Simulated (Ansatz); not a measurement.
Write the native input for Ansatz 0.2.0 that does the following.

```
Task                : relaxation of cell and atoms
Functional          : revPBE
Potentials or basis : Ansatz PAW
Cutoff              : 420 eV (not typed: the program's choice for these potentials)
k mesh              : 8 × 8 × 8
Occupations         : fermi-dirac, width 0.05 eV
Spin                : no spin polarisation
```

Crystal: Bi2Se3 (Paraguanajuatite).

```
Bi Se
1.0
     2.07150    1.19598    9.54533
    -2.07150    1.19598    9.54533
     0.00000   -2.39196    9.54533
Bi Se
2 3
Direct
  0.59920 0.59920 0.59920
  0.40080 0.40080 0.40080
  0.78830 0.78830 0.78830
  0.21170 0.21170 0.21170
  0.00000 0.00000 0.00000
```

One way to write it, as run:

input.yaml

```yaml
crystal:
  lattice:
    - [2.0715, 1.1959810826, 9.5453333333]
    - [-2.0715, 1.1959810826, 9.5453333333]
    - [0.0, -2.3919621653, 9.5453333333]
  atoms:
    - { symbol: Bi, position: [0.5992, 0.5992, 0.5992] }
    - { symbol: Bi, position: [0.4008, 0.4008, 0.4008] }
    - { symbol: Se, position: [0.7883, 0.7883, 0.7883] }
    - { symbol: Se, position: [0.2117, 0.2117, 0.2117] }
    - { symbol: Se, position: [0.0, 0.0, 0.0] }
hamiltonian:
  xc: revpbe
  pseudopotentials: { kind: paw }
kpoints:
  mp_grid: { grid: [8, 8, 8] }
scf:
  occupations: { method: fermi_dirac, width: 0.05 }
output:
  forces: true
  stress: true
  eigenvalues: true
relax:
  f_tol: 0.01
  max_steps: 40
  cell: { stress_tol: 0.05 }
```

Potentials or basis: Ansatz PAW.

The run is started by

```console
$ ansatz run input.yaml --threads 2 --pin off --max-ram 5632MiB --backend cpu --events-out ev --progress --plain --runs-dir out
```

It gave:

```json
{
 "Relaxed volume": "37.69 Å³/atom",
 "Relaxed cell": "a = 12.453 Å, b = 12.453 Å, c = 12.453 Å, α = 19.51°, β = 19.51°, γ = 19.51°",
 "Space group after relaxing (to 0.05 Å)": "R-3m (No. 166)",
 "Energy gained by relaxing": "51.0 meV/atom",
 "Ionic steps": "14",
 "Pressure after relaxing": "0.0 GPa",
 "Band gap on the k mesh": "0.90 eV, indirect (least direct gap 1.20 eV)"
}
```

Caveat: the volume moved by over 15 % at a fixed basis, so the end points are rough; the plane-wave basis is chosen anew once the cell has moved, so the energies of steps on either side of that aren't comparable; spin-orbit coupling is left out, which as a rule narrows the gap of such compounds by several tenths of an eV; the PAW data sets come from PBE, with cores solved anew for the run's functional, which leaves a small shift of forces and pressure.

Wall time 3.4 min on 2 threads of Arm Neoverse V2 (shared host), peak memory 0.72 GiB.
